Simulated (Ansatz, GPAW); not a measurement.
## Sb: 3 runs at one level of theory

```xyz
2
Lattice="2.1542 1.2437 3.7580 -2.1542 1.2437 3.7580 0.0000 -2.4875 3.7580" Properties=species:S:1:pos:R:3 pbc="T T T"
Sb    0.0000    0.0000    8.6416
Sb    0.0000    0.0000    2.6324
```

Alike in all runs: task single point; functional PBE; k mesh 8 × 8 × 8; occupations gaussian, width 0.025 eV; no spin polarisation; no spin-orbit coupling. Pressure is positive in compression and, in plane waves, holds the error of the finite cutoff, which Ansatz's Pulay term estimates and takes out.

| program and potentials | plane-wave cutoff (eV) | notes | pressure (GPa) | largest force (eV/Å) |
| --- | --- | --- | --- | --- |
| Ansatz, Ansatz PAW | 420 | Pulay term of +0.03 GPa included | 2.70 | 0.142 |
| Ansatz, all-electron LAPW, scalar-relativistic | - | - | 2.71 | 0.142 |
| GPAW, GPAW PAW data sets (gpaw-data 1.2.1) | 600 | - | 2.40 | 0.125 |

Force on atom 1 (Sb), eV/Å:

| program and potentials | x | y | z |
| --- | --- | --- | --- |
| Ansatz, Ansatz PAW | 0.000 | 0.000 | -0.142 |
| Ansatz, all-electron LAPW, scalar-relativistic | 0.000 | 0.000 | -0.142 |
| GPAW, GPAW PAW data sets (gpaw-data 1.2.1) | 0.000 | 0.000 | -0.125 |

The pressure spans 2.40 (GPAW, GPAW PAW data sets (gpaw-data 1.2.1)) to 2.71 GPa (Ansatz, all-electron LAPW, scalar-relativistic), with all-electron results at 2.71.

The functional is the same throughout but for its coding, so the spread measures potentials, basis and numerics; runs on potential files found faulty are left out.
